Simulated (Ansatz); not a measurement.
SrVO3:

```
Sr V O
1.0
     3.84090    0.00000    0.00000
     0.00000    3.84090    0.00000
     0.00000    0.00000    3.84090
Sr V O
1 1 3
Direct
  0.50000 0.50000 0.50000
  0.00000 0.00000 0.00000
  0.00000 0.00000 0.50000
  0.00000 0.50000 0.00000
  0.50000 0.00000 0.00000
```

Base run:

- Program: Ansatz 0.2.0
- Functional: PBE
- Potentials or basis: Ansatz PAW
- Cutoff: 420 eV (not typed: the program's choice for these potentials)
- k mesh: 7 × 7 × 7
- Occupations: gaussian, width 0.011 eV
- Spin: collinear spin, ferromagnetic start
- Starting moments: [0.0, 2.0, 0.0, 0.0, 0.0] μB

Its results: band gap on the k mesh none (metal or under the smearing width); pressure 2.4 GPa; net moment 0.10 μB per cell.

**Question.** The run is repeated on the same cell with these changes: occupations from gaussian, width 0.011 eV to fermi-dirac, width 0.05 eV. What comes out?

**Answer.** Band gap on the k mesh none (metal or under the smearing width); pressure 2.4 GPa; net moment 0.00 μB per cell.

Caveats: semilocal functionals often make such compounds metallic where correlation or magnetic order opens a gap, which also shifts bond lengths; the starting moments weren't kept.
